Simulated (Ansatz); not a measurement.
Level of theory: DFT PBE, scalar-relativistic, plane waves, PAW (Ansatz). The final run on the 5-atom cell used 420 eV, a Γ-centred 12×12×12 mesh, 0.10 eV smearing and no spin polarisation.

The zero of energy is the elements' standard structures at the same level; no fitted shifts are applied.

Task: Suggest a trial structure for an orthorhombic metal made of Be and S, with a formation energy near −0.48 eV/atom and a density near 1.88 g/cm³, in a cell of 5 atoms.

Result: Be3S2, space group Imm2 (No. 44). Around Be on a site of symmetry mm2 lie 2 S at 1.99 Å and 4 Be at 2.23 Å; Be on a site of symmetry m has 3 S at 2.10–2.14 Å, 2 Be at 2.23 Å and 1 Be at 2.51 Å; S has 4 Be at 1.99–2.14 Å.

```cif
data_structure
_symmetry_space_group_name_H-M 'Imm2'
_symmetry_Int_Tables_number 44
_cell_length_a 3.3772
_cell_length_b 7.7465
_cell_length_c 6.1438
_cell_angle_alpha 90.000
_cell_angle_beta 90.000
_cell_angle_gamma 90.000
_cell_volume 160.73
loop_
_atom_site_label
_atom_site_type_symbol
_atom_site_symmetry_multiplicity
_atom_site_Wyckoff_symbol
_atom_site_fract_x
_atom_site_fract_y
_atom_site_fract_z
_atom_site_occupancy
Be1 Be 2 b 0.00000 0.50000 0.03055 1
Be2 Be 4 d 0.50000 0.33797 0.90835 1
S1 S 4 d 0.00000 0.75451 0.07605 1
```

* Volume per atom: 16.07 Å³
* Density: 1.88 g/cm³
* Formation energy: −0.48 eV/atom
* Gap on the 12×12×12 mesh of the 5-atom cell: 0 eV (a metal)

It was reached by relaxing an invented guess, and it needn't be the stable form of this composition. Other answers may fit too; this one was computed.

The reference form of S is held partly by dispersion forces, which this level lacks. A later test with randomly moved atoms came back to the same energy, though modes that don't fit the test's cell weren't probed.
